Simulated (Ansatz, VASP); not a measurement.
**Two plane-wave programs on Ti**

```
Ti
1.0
    -1.60365    1.60365    1.60365
     1.60365   -1.60365    1.60365
     1.60365    1.60365   -1.60365
Ti
1
Direct
  0.00000 0.00000 0.00000
```

Alike in both runs: functional PBEsol; k mesh 8 × 8 × 8; occupations gaussian, width 0.1 eV; no spin polarisation.

Ansatz relaxed the structure, and its values are those at the end. VASP's run is a single point on that final structure, the one shown.

|  | VASP | Ansatz |
| --- | --- | --- |
| version | VASP 6.6.1 | Ansatz 0.2.0 |
| potentials or method | VASP PAW PBE potentials, release 64 (Ti_sv) | scalar-relativistic, plane waves, PAW |
| plane-wave cutoff (eV) | 520 | 420 |
| valence electrons in the cell | 12 | 12 |

|  | VASP | Ansatz | Ansatz less VASP |
| --- | --- | --- | --- |
| gap on the k mesh at the Fermi level (eV) | none | none | - |
| pressure (GPa) | 0.0 | 0.3 | +0.26 |

A gap of «none» marks a metal or a gap that the smearing closes. The functional is the same, so the differences come from potentials, cutoffs and numerics.

Caveats: the PAW data sets were made with another functional, which shifts forces and pressure a little (VASP).
